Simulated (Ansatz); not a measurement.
**Relaxing Te (trigonal)**

**The experiment.** The Crystallography Open Database holds a cell as deposited of trigonal Te (space group P3_121), temperature not stated (2003): a, c = 4.458, 5.925 Å, 33.99 Å³/atom.

Level of theory: DFT, PBE, scalar-relativistic, no spin polarisation; plane waves to 420 eV with PAW datasets (Ansatz 0.2.0), Γ-centred 10×10×8 mesh, 0.05 eV Gaussian smearing. The datasets are Ansatz's generated set soft_2.

The first cell, 0 % under the database's volume:

```
Te
1.0
     4.69868    0.00000    0.00000
    -2.34934    4.06918    0.00000
     0.00000    0.00000    5.33081
Te
3
Direct
  0.22540 0.00000 0.83333
  0.00000 0.22540 0.16667
  0.77460 0.77460 0.50000
```

The steps in volume:

```
run  level   k-mesh                    kind  V (Å³/atom)  P (GPa)  E − E(final) (meV/atom)  gap on the mesh (eV)
  1    PBE  10×10×8  cell and atoms relaxed        35.14      0.0                      0.0                  0.53
```

The cell is relaxed to zero pressure at this level.

The final structure (symmetry read at 0.01 Å). Symmetry: P3_121, No. 152, trigonal system. The conventional cell has a = 4.524 Å, b = 4.524 Å, c = 5.948 Å, α = 90.00°, β = 90.00°, γ = 120.00°. Te (site symmetry 2) is surrounded by 2 Te at 2.89 Å. (Neighbours are counted to 15 % beyond the shortest distance.)

```tsv
atom	site	symmetry	x	y	z
Te	3b	.2.	0.2682	0.0000	0.8333
```

- At the final geometry the gap, band path included, is 0.22 eV.
- The runs in the table took roughly 1.3 core-minutes.

**Against experiment.** PBE gives 4.524, 5.948 Å and 35.14 Å³/atom, +3.4 % in volume (+1.1 % in length) from the database's cell. The axes miss by +1.5 %, +0.4 %. PBE usually overestimates volumes by a few per cent.

No spin–orbit coupling, a notable omission for heavy elements. Spin–orbit coupling shifts the heavy anion's p levels by more than this gap and may close it.

For this crystal the k-mesh misses a band edge: under PBE at the relaxed cell a band path gives a gap of 0.22 eV where the mesh alone gives 0.53 eV, so gaps on the mesh are upper bounds.
